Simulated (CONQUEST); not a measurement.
ZnS:

```
CELL_PARAMETERS angstrom
3.82121 0.00000 0.00000
0.00000 3.82121 0.00000
0.00000 0.00000 5.40400
ATOMIC_POSITIONS crystal
Zn 0.00000 0.50000 0.25000
Zn 0.50000 0.00000 0.75000
S 0.00000 0.00000 0.00000
S 0.50000 0.50000 0.50000
```

Base run:

```yaml
Program: CONQUEST 1.3
Functional: PBE
Potentials_or_basis: PseudoDojo NC PBE, SZP, grid cutoff 120 Ha
k_mesh: 7 × 7 × 5
Occupations: fermi-dirac, width 0.05 eV
Spin: no spin polarisation
```

Its results: band gap on the k mesh 2.48 eV; pressure 5.1 GPa.

**Question.** The run is repeated on the same cell with these changes: potentials or basis from PseudoDojo NC PBE, SZP, grid cutoff 120 Ha to PseudoDojo NC PBE, DZ, grid cutoff 120 Ha. What comes out?

**Answer.** Band gap on the k mesh 2.09 eV; pressure 6.6 GPa.

Caveats: the atomic basis is small; an odd mesh through Γ misses points on the zone boundary, where band edges often lie; the basis of atomic orbitals isn't converged, which shifts pressures, moduli and gaps; the real-space grid breaks the cell's symmetry a little.
